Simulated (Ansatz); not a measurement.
**Relaxing Na**

The calculation used DFT PBE, scalar-relativistic, plane waves, PAW in Ansatz. Cutoff 420 eV, Γ-centred k mesh, Gaussian smearing, no spin polarisation in the final step.

The start is a random cell of Na with space group P2_1 (No. 4), drawn with lower limits on the distances.

```
Na
1.0
     5.62981    0.00000    0.00000
     0.00000    4.37243    0.00000
    -2.08253    0.00000    7.44336
Na
4
Direct
  0.12500 0.00000 0.96197
  0.87500 0.50000 0.03803
  0.49437 0.04495 0.75000
  0.50563 0.54495 0.25000
```

Cell and atoms relax at zero pressure; the relaxation can't lower the symmetry of the start. After a coarse first stage the cell is made exact in the group found at 0.06 Å.

(1) What does it relax into?

(2) What are its volume, density and gap?

Answers

(1) It ends in C2/m (No. 12). Conventional cell: a = 6.039 Å, b = 4.086 Å, c = 6.007 Å, β = 94.7°. Na has 8 Na at 3.63–3.65 Å, 4 Na at 4.03–4.14 Å and 2 Na at 4.37–4.49 Å.

```
Na
1.0
     3.01970   -2.04277    0.00000
     3.01970    2.04277    0.00000
    -0.48831    0.00000    5.98710
Na
2
Direct
  0.74332 0.74332 0.24971
  0.25668 0.25668 0.75029
```

(2) The volume per atom is 36.93 Å³, the density is 1.03 g/cm³ and the gap on the 16×16×10 mesh is 0 eV (a metal).

The final run used a 16×16×10 mesh on its 2-atom cell and 0.10 eV smearing. Symmetry constrained the relaxation, so the result can be a saddle point.

This form isn't the element's structure at ambient conditions.